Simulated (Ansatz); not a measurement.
# Se (P3_121) in Ansatz: equation of state

Aim: energy against volume of Se in PBE, for its equilibrium volume and stiffness.

Everything below comes from runs of Ansatz 0.2.0. Logs are shortened: lines on timing, memory, paths and dates and some standing lists are left out, and cuts for length are marked.

### Step 1. The structure

It takes space group P3_121 (No. 152, trigonal). Conventional cell: a = 4.366 Å, b = 4.366 Å, c = 4.954 Å, α = 90.00°, β = 90.00°, γ = 120.00°. Se (site symmetry 2) is surrounded by 2 Se at 2.37 Å.

### Step 2. Equation of state, PBE

Potentials or basis: all-electron LAPW, scalar-relativistic.

This step only gathers the single runs of the series.

Results:

- Equilibrium volume: 28.65 Å³/atom
- Bulk modulus at fixed shape and positions: 50 GPa
- Pressure derivative of the bulk modulus: 4.4

Energy against volume, from the lowest point:
| volume (Å³/atom) | energy (meV/atom) |
| --- | --- |
| 25.625 | 60.45 |
| 26.170 | 39.05 |
| 26.716 | 22.78 |
| 27.261 | 11.20 |
| 27.806 | 3.81 |
| 28.351 | 0.20 |
| 28.896 | 0.00 |

Caveat: the cell was scaled at fixed shape and fractional positions, which overstates the stiffness of a crystal with free parameters, most of all of layers and chains.
